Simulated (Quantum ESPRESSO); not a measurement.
The system is HfC.

```xyz
2
Lattice="0.0000 2.3250 2.3250 2.3250 0.0000 2.3250 2.3250 2.3250 0.0000" Properties=species:S:1:pos:R:3 pbc="T T T"
Hf    2.3250    2.3250    2.3250
C     0.0000    0.0000    0.0000
```

| Quantity | Value |
| --- | --- |
| Program | Quantum ESPRESSO 7.5 |
| Task | relaxation of cell and atoms |
| Functional | PBEsol |
| Dispersion | D3(BJ) |
| Potentials or basis | GBRV 1.5 PBEsol |
| Cutoff | 612 eV |
| Density cutoff | 4898 eV |
| k mesh | 10 × 10 × 10 |
| Occupations | fermi-dirac, width 0.05 eV |
| Spin | no spin polarisation |

At the start: pressure -10.2 GPa; volume 12.57 Å³/atom.

**Question.** Where does the relaxation end?

**Answer.** Over 4 steps the energy falls by 16.3 meV/atom and the volume is 12.05 Å³/atom (-4.2 %); space group Fm-3m (No. 225, to 0.05 Å).

The path:
| step | energy change (eV) | largest force (eV/Å) | pressure (GPa) | volume (Å³) |
| --- | --- | --- | --- | --- |
| 1 | 0.0000 | 0.0000 | -10.24 | 25.14 |
| 2 | -0.0214 | 0.0000 | -6.30 | 24.71 |
| 3 | -0.0324 | 0.0000 | 0.29 | 24.07 |
| 4 | -0.0325 | 0.0000 | -0.01 | 24.09 |

Final structure:
```yaml
crystal:
  lattice:
    - [0.00000, 2.29236, 2.29236]
    - [2.29236, 0.00000, 2.29236]
    - [2.29236, 2.29236, 0.00000]
  atoms:
    - { symbol: Hf, position: [0.50000, 0.50000, 0.50000] }
    - { symbol: C, position: [0.00000, 0.00000, 0.00000] }
```

Caveat: pairwise dispersion overbinds metals, which lowers pressure and volume.
